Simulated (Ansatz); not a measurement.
# Cu (Cmcm) in Ansatz: equation of state

How stiff is Cu in PBE, and what volume does it want? The cell is scaled to several volumes.

Program: Ansatz 0.2.0. These are calculated values, not measurements. Logs are shortened: lines on timing, memory, paths and dates and some standing lists are left out, and cuts for length are marked.

## (1) Starting point

The structure is orthorhombic, space group Cmcm (No. 63). The conventional cell has a = 2.437 Å, b = 7.953 Å, c = 2.475 Å, α = 90.00°, β = 90.00°, γ = 90.00°. Cu (site symmetry m2m) has 10 Cu at 2.44 to 2.54 Å as nearest neighbours.

This isn't the form of Cu at room conditions, which is fcc.

## (2) Single point, PBE, 11.27 Å³/atom (volume scaled by 0.94)

The input, input.yaml:

```yaml
crystal:
  lattice:
    - [1.1935901047, -3.895204662, 0.0]
    - [1.1935901047, 3.895204662, 0.0]
    - [0.0, 0.0, 2.424961027]
  atoms:
    - { symbol: Cu, position: [0.86613335, 0.13386665, 0.75] }
    - { symbol: Cu, position: [0.13386665, 0.86613335, 0.25] }
hamiltonian:
  xc: pbe
  pseudopotentials: { kind: paw }
kpoints:
  mp_grid: { grid: [11, 11, 11] }
scf:
  occupations: { method: fermi_dirac, width: 0.05 }
output:
  forces: true
  stress: true
  eigenvalues: true
```

Potentials or basis: Ansatz PAW.

Launch:

```bash
$ ansatz run input.yaml --threads 2 --pin off --max-ram 5120MiB --backend cpu --events-out ev --progress --plain --runs-dir out
```

The log of the run:

```text
Warning: RAYON_NUM_THREADS=2 ignored (pool sized by the plan → 2); use --threads N
Engine: ansatz 0.2.0, aarch64-unknown-linux-gnu
Pseudopotentials: kind: paw
Pseudopotential: Cu, paw, valence charge 19, recommended cutoff 420 eV (normal), Cu.paw.azcp
Functional definition: PBE
  parameter kappa = 0.804
  parameter beta = 0.06672455060314922
  exchange = pbe_x(kappa = kappa, mu = beta*pi^2/3)
  correlation = pbe_c(beta = beta)
Crystal: 2 atoms, lattice volume = 22.549 Å³
Basis set: ecut = 420 eV, 423 PW (Γ), exchange–correlation on 60×60×36 points (8 copies of the dense FFT grid, shifted against one another)
Bands: 23, of which v1, the nominal top of the filled ones, is band 19 counted from 1 (18 counted from 0)
Symmetry: 8 space group operations
Space group: Cmcm (ITA 63), of the structure as read, at distance tolerance 2.8e-5 Å
k-points: 216 of 1331
Non-local potential: Cu, projectors of the file, l = 0: 3, l = 1: 2, l = 2: 3, l = 3: 1
PAW form: soft (Blöchl's): semilocal exchange-correlation on the pseudo side does not see the compensation charge
PAW one-centre angular grid: Cu, 590 points (default); XC on 64 Gauss nodes
Initial density: superposition of atomic densities (neutral atoms: chi_scale 0, normalization atom), corrected by the library's trained network
Initial wavefunctions: pseudopotential atomic-orbital guess
Functional: x = pbe(κ = 0.804, μ = 0.2195149727645171), c = pbe(β = 0.06672455060314922)
SCF iter   1: F=—  HF=-13249.939214 eV  |F-HF|=—  |Δ(HF+E_count)|=         —  Δρ=1.83e-3  dr2=3.93e-4  ethr=1.77e-3  ⟨swp⟩=5.7  Hψ=19087  notcnv=0
preconditioner: auto → none  [metal: Δε(μ)=0.051 eV  Ē_g=11.047 eV  σ=0.050 eV  W_gap=0.25  n_scr=8 (ndim 8)  ℏωp=36.7 eV  f_vac=0.000  D(μ)=0.43/eV (n_scr^D=2)  sad-step TF]
SCF iter   2: F=—  HF=-13249.939703 eV  |F-HF|=—  |Δ(HF+E_count)|=   4.89e-4  Δρ=1.13e-3  dr2=1.96e-4  ethr=1.03e-6  ⟨swp⟩=2.2  Hψ=10992  notcnv=0
SCF iter   3: F=—  HF=-13249.939739 eV  |F-HF|=—  |Δ(HF+E_count)|=   3.58e-5  Δρ=4.73e-4  dr2=4.00e-5  ethr=5.15e-7  ⟨swp⟩=2.0  Hψ=7349  notcnv=0
SCF iter   4: F=—  HF=-13249.939713 eV  |F-HF|=—  |Δ(HF+E_count)|=   2.61e-5  Δρ=8.20e-5  dr2=8.36e-7  ethr=1.05e-7  ⟨swp⟩=2.0  Hψ=7222  notcnv=0
iter 5 did not close the SCF: its close was put off for the readings that it lacked (scf_convergence_deferred on its scf_iter line)
SCF iter   5: F=-13249.939713 eV  HF=-13249.939713 eV  |F-HF|=1.08e-8  |Δ(HF+E_count)|=   1.22e-8  Δρ=1.70e-5  dr2=3.09e-8  ethr=2.20e-9  ⟨swp⟩=2.0  Hψ=7307  notcnv=0
SCF iter   6: F=-13249.939713 eV  HF=-13249.939713 eV  |F-HF|=6.52e-9  |Δ(HF+E_count)|=   7.61e-9  Δρ=3.16e-6  dr2=2.55e-9  ethr=8.13e-11  ⟨swp⟩=3.2  Hψ=19283  notcnv=0
SCF 1 converged in 6 iterations: F = -13249.939713 eV  dr2 = 2.55e-9
SCF converged after 6 iterations
Free energy (F): -13249.939713 eV
Harris-Foulkes:  -13249.939713 eV  (|F-HF|=6.52e-9)
Internal energy: -13249.935981 eV  (E = F + TS)
E sigma→0 (E₀):  -13249.937847 eV
Entropy (-TS):   -0.003732 eV (-1.866 meV/atom)
Fermi energy:    17.816836 eV
--- Per-component energies (eV) ---
  E_band       = -686.662785
  E_kinetic    = 602.485948
  E_local      = -8037.793495  (includes V_loc(G=0)·N_el)
  E_nonlocal   = 779.145392
  E_hartree    = 3552.052036
  E_xc         = -180.381819
  E_vxc        = -232.876060  (∫ρ·V_xc dr)
  E_paw        = -3324.760479  (= ΣΔE_a)
  E_vpaw       = -901.727420  (= ΣTr[D̂ρ^β])
  E_aug_tail   = 0.000670  (compensation charges beyond the density's cutoff)
  E_ewald      = -6640.684234
  E_smearing   = -0.003732  (= −TS)
  E_closure    = -0.000000  (closes the sum)
  Σ components = -13249.939713   (vs F -13249.939713, Δ=0.00e0)
--- Forces (eV/Å), atoms counted from 1 ---
  atom   1  Cu     0.00000000    -0.13996036     0.00000000
  atom   2  Cu    -0.00000000     0.13996036    -0.00000000
  max |Σ_I F_I| component: 5.55e-17 eV/Å
--- Stress (GPa, compression-positive) ---
       17.376719      -0.000000      -0.000000
       -0.000000      17.759463       0.000000
       -0.000000       0.000000      19.044536
  P = ⅓ Tr σ = 18.0602 GPa (180.602 kbar)
--- Band table (eV; the first three rows and the last of 216) ---
  k-point 0: bands = ["-94.9460", "-94.9218", "-52.3991", "-52.2852", "-52.2427", "-52.2384", "-52.2301", "-52.2132", "8.0182", "12.4577", "13.2953", "13.8262", "14.6026", "14.8925", "15.3638", "15.7051", "15.9238", "16.0783", "16.3575", "17.5697", "22.9515", "33.0483", "36.8658"]
  k-point 1: bands = ["-94.9448", "-94.9216", "-52.3952", "-52.2925", "-52.2476", "-52.2451", "-52.2292", "-52.2129", "8.2427", "12.5922", "13.3242", "13.8542", "14.5472", "14.9400", "15.3427", "15.6132", "15.8107", "15.9667", "16.0554", "18.3640", "23.0202", "30.8365", "37.1426"]
  k-point 2: bands = ["-94.9413", "-94.9209", "-52.3840", "-52.3119", "-52.2726", "-52.2523", "-52.2264", "-52.2122", "8.9004", "12.9443", "13.3996", "13.8905", "14.4100", "14.9279", "15.2705", "15.3442", "15.4265", "16.0137", "16.0229", "19.7634", "23.2434", "27.4044", "36.5410"]
  k-point 215: bands = ["-94.9248", "-94.9241", "-52.3995", "-52.3978", "-52.2776", "-52.2750", "-52.2161", "-52.2113", "12.3278", "12.4329", "13.8711", "14.0274", "15.2060", "15.2257", "15.6800", "15.8040", "15.8364", "16.2015", "16.2800", "17.0190", "21.9120", "22.3650", "35.4395"]
```

It took 3.1 s on 2 threads of Arm Neoverse V1, shared host; peak memory 0.36 GiB.

What came out:

| Quantity | Value |
| --- | --- |
| Free energy | -13249.9397 eV |
| Pressure | 18.1 GPa |
| Largest force | 0.140 eV/Å |
| Band gap on the k mesh | none (metal or under the smearing width) |

## (3) Single point, PBE, 11.51 Å³/atom (volume scaled by 0.96)

Changes to input.yaml since step 2:

```diff
@@ -2,5 +2,5 @@
   lattice:
-    - [1.1935901047, -3.895204662, 0.0]
-    - [1.1935901047, 3.895204662, 0.0]
-    - [0.0, 0.0, 2.424961027]
+    - [1.2019959458, -3.9226365845, 0.0]
+    - [1.2019959458, 3.9226365845, 0.0]
+    - [0.0, 0.0, 2.44203878]
   atoms:
@@ -19 +19,5 @@
   eigenvalues: true
+  write_density: true
+  write_potential: true
+  elf: true
+  volumetric_format: npy
```

Potentials or basis: Ansatz PAW.

Launch:

```bash
$ ansatz run input.yaml --threads 2 --pin off --max-ram 5120MiB --backend cpu --events-out ev --progress --plain --runs-dir out
```

Run time: 4.5 s. Hardware: 2 threads of Arm Neoverse V1, shared host; peak memory 0.37 GiB.

It converged, with:

* Free energy: -13249.9873 eV
* Pressure: 13.8 GPa
* Largest force: 0.107 eV/Å
* Band gap on the k mesh: none (metal or under the smearing width)

## (4) Single point, PBE, 11.75 Å³/atom (volume scaled by 0.98)

The input, input.yaml:

```yaml
crystal:
  lattice:
    - [1.2102858349, -3.9496901055, 0.0]
    - [1.2102858349, 3.9496901055, 0.0]
    - [0.0, 0.0, 2.458880959]
  atoms:
    - { symbol: Cu, position: [0.86613335, 0.13386665, 0.75] }
    - { symbol: Cu, position: [0.13386665, 0.86613335, 0.25] }
hamiltonian:
  xc: pbe
  pseudopotentials: { kind: paw }
kpoints:
  mp_grid: { grid: [11, 11, 11] }
scf:
  occupations: { method: fermi_dirac, width: 0.05 }
output:
  forces: true
  stress: true
  eigenvalues: true
```

Launch:

```bash
$ ansatz run input.yaml --threads 2 --pin off --max-ram 5120MiB --backend cpu --events-out ev --progress --plain --runs-dir out
```

Wall time 3.4 s (2 threads of Arm Neoverse V1, shared host); peak memory 0.37 GiB.

Results (log left out):

- Free energy: -13250.0228 eV
- Pressure: 10.0 GPa
- Largest force: 0.077 eV/Å
- Band gap on the k mesh: none (metal or under the smearing width)

## (5) Single point, PBE, 11.99 Å³/atom

Changes to input.yaml since step 4:

```diff
@@ -2,5 +2,5 @@
   lattice:
-    - [1.2102858349, -3.9496901055, 0.0]
-    - [1.2102858349, 3.9496901055, 0.0]
-    - [0.0, 0.0, 2.458880959]
+    - [1.21846369, -3.9763780104, 0.0]
+    - [1.21846369, 3.9763780104, 0.0]
+    - [0.0, 0.0, 2.4754955235]
   atoms:
```

Launch:

```bash
$ ansatz run input.yaml --threads 2 --pin off --max-ram 5120MiB --backend cpu --events-out ev --progress --plain --runs-dir out
```

It took 3.3 s on 2 threads of Arm Neoverse V1, shared host; peak memory 0.37 GiB.

It converged, with:

```
Free energy            : -13250.0475 eV
Pressure               : 6.6 GPa
Largest force          : 0.049 eV/Å
Band gap on the k mesh : none (metal or under the smearing width)
```

## (6) Single point, PBE, 12.23 Å³/atom (volume scaled by 1.02)

Changes to input.yaml since step 5:

```diff
@@ -2,5 +2,5 @@
   lattice:
-    - [1.21846369, -3.9763780104, 0.0]
-    - [1.21846369, 3.9763780104, 0.0]
-    - [0.0, 0.0, 2.4754955235]
+    - [1.2265332211, -4.0027124071, 0.0]
+    - [1.2265332211, 4.0027124071, 0.0]
+    - [0.0, 0.0, 2.4918900114]
   atoms:
@@ -19 +19,5 @@
   eigenvalues: true
+  write_density: true
+  write_potential: true
+  elf: true
+  volumetric_format: npy
```

Potentials or basis: Ansatz PAW.

Launch:

```bash
$ ansatz run input.yaml --threads 2 --pin off --max-ram 5120MiB --backend cpu --events-out ev --progress --plain --runs-dir out
```

Wall time 4.5 s (2 threads of Arm Neoverse V1, shared host); peak memory 0.38 GiB.

The run converged. Its results:

```yaml
Free_energy: -13250.0627 eV
Pressure: 3.6 GPa
Largest_force: 0.024 eV/Å
Band_gap_on_the_k_mesh: none (metal or under the smearing width)
```

## (7) Single point, PBE, 12.47 Å³/atom (volume scaled by 1.04)

Changes to input.yaml since step 6:

```diff
@@ -2,5 +2,5 @@
   lattice:
-    - [1.2265332211, -4.0027124071, 0.0]
-    - [1.2265332211, 4.0027124071, 0.0]
-    - [0.0, 0.0, 2.4918900114]
+    - [1.2344979457, -4.0287047744, 0.0]
+    - [1.2344979457, 4.0287047744, 0.0]
+    - [0.0, 0.0, 2.5080715687]
   atoms:
```

Potentials or basis: Ansatz PAW.

Launch:

```bash
$ ansatz run input.yaml --threads 2 --pin off --max-ram 5120MiB --backend cpu --events-out ev --progress --plain --runs-dir out
```

The log of the run:

```text
Warning: RAYON_NUM_THREADS=2 ignored (pool sized by the plan → 2); use --threads N
[... 8 set-up lines as earlier in the session ...]
Crystal: 2 atoms, lattice volume = 24.947 Å³
Basis set: ecut = 420 eV, 469 PW (Γ), exchange–correlation on 60×60×36 points (8 copies of the dense FFT grid, shifted against one another)
Bands: 23, of which v1, the nominal top of the filled ones, is band 19 counted from 1 (18 counted from 0)
[... 1 set-up line as earlier in the session ...]
[... 35 lines left out ...]
  E_ewald      = -6420.630360
  E_smearing   = -0.004556  (= −TS)
  E_closure    = -0.000000  (closes the sum)
  Σ components = -13250.069277   (vs F -13250.069277, Δ=0.00e0)
--- Forces (eV/Å), atoms counted from 1 ---
  atom   1  Cu     0.00000000    -0.00009133    -0.00000000
  atom   2  Cu     0.00000000     0.00009133     0.00000000
  max |Σ_I F_I| component: 0.00e0 eV/Å
--- Stress (GPa, compression-positive) ---
        1.194542      -0.000000       0.000000
       -0.000000       0.253596       0.000000
        0.000000       0.000000       1.212709
  P = ⅓ Tr σ = 0.8869 GPa (8.869 kbar)
--- Band table (eV; the first three rows and the last of 216) ---
  k-point 0: bands = ["-96.8700", "-96.8552", "-54.3002", "-54.2231", "-54.1941", "-54.1911", "-54.1797", "-54.1680", "6.6124", "10.8732", "11.6103", "12.0669", "12.7382", "12.9869", "13.3918", "13.6853", "13.8677", "14.0001", "14.2398", "15.6038", "20.2027", "29.9750", "33.4813"]
  k-point 1: bands = ["-96.8693", "-96.8550", "-54.2976", "-54.2281", "-54.1973", "-54.1958", "-54.1790", "-54.1678", "6.8211", "10.9932", "11.6352", "12.0908", "12.6916", "13.0294", "13.3738", "13.6062", "13.8054", "13.9051", "13.9807", "16.2680", "20.2745", "27.8531", "33.7365"]
  k-point 2: bands = ["-96.8671", "-96.8546", "-54.2900", "-54.2412", "-54.2142", "-54.2007", "-54.1772", "-54.1673", "7.4339", "11.3056", "11.7014", "12.1223", "12.5758", "13.0388", "13.3125", "13.3831", "13.4465", "13.9455", "13.9536", "17.5270", "20.5118", "24.5816", "33.3672"]
  k-point 215: bands = ["-96.8570", "-96.8566", "-54.3004", "-54.2993", "-54.2182", "-54.2164", "-54.1702", "-54.1669", "10.7206", "10.8240", "12.1061", "12.2391", "13.2582", "13.2751", "13.6625", "13.7953", "13.8314", "14.1406", "14.3459", "15.0115", "19.2322", "19.6956", "32.2115"]
```

Wall time 4.5 s (2 threads of Arm Neoverse V1, shared host); peak memory 0.38 GiB.

Results:

```
Free energy            : -13250.0693 eV
Pressure               : 0.9 GPa
Band gap on the k mesh : none (metal or under the smearing width)
```

## (8) Single point, PBE, 12.71 Å³/atom (volume scaled by 1.06)

The input, input.yaml:

```yaml
crystal:
  lattice:
    - [1.242361202, -4.0543660062, 0.0]
    - [1.242361202, 4.0543660062, 0.0]
    - [0.0, 0.0, 2.5240469776]
  atoms:
    - { symbol: Cu, position: [0.86613335, 0.13386665, 0.75] }
    - { symbol: Cu, position: [0.13386665, 0.86613335, 0.25] }
hamiltonian:
  xc: pbe
  pseudopotentials: { kind: paw }
kpoints:
  mp_grid: { grid: [11, 11, 11] }
scf:
  occupations: { method: fermi_dirac, width: 0.05 }
output:
  forces: true
  stress: true
  eigenvalues: true
```

Launch:

```bash
$ ansatz run input.yaml --threads 2 --pin off --max-ram 5120MiB --backend cpu --events-out ev --progress --plain --runs-dir out
```

Run time: 3.4 s. Hardware: 2 threads of Arm Neoverse V1, shared host; peak memory 0.37 GiB.

Results (log left out):

```
Free energy            : -13250.0683 eV
Pressure               : -1.5 GPa
Largest force          : 0.022 eV/Å
Band gap on the k mesh : none (metal or under the smearing width)
```

## (9) Equation of state, PBE

Potentials or basis: Ansatz PAW.

No new run: the results of the series are fitted here.

What came out:

```
Equilibrium volume                        : 12.56 Å³/atom
Bulk modulus at fixed shape and positions : 128 GPa
Pressure derivative of the bulk modulus   : 5.0
```

Energy against volume, from the lowest point:
| volume (Å³/atom) | energy (meV/atom) |
| --- | --- |
| 11.274 | 64.78 |
| 11.514 | 41.00 |
| 11.754 | 23.25 |
| 11.994 | 10.88 |
| 12.234 | 3.31 |
| 12.474 | 0.00 |
| 12.714 | 0.50 |

Caveat: the cell was scaled at fixed shape and fractional positions, which overstates the stiffness of a crystal with free parameters, most of all of layers and chains.
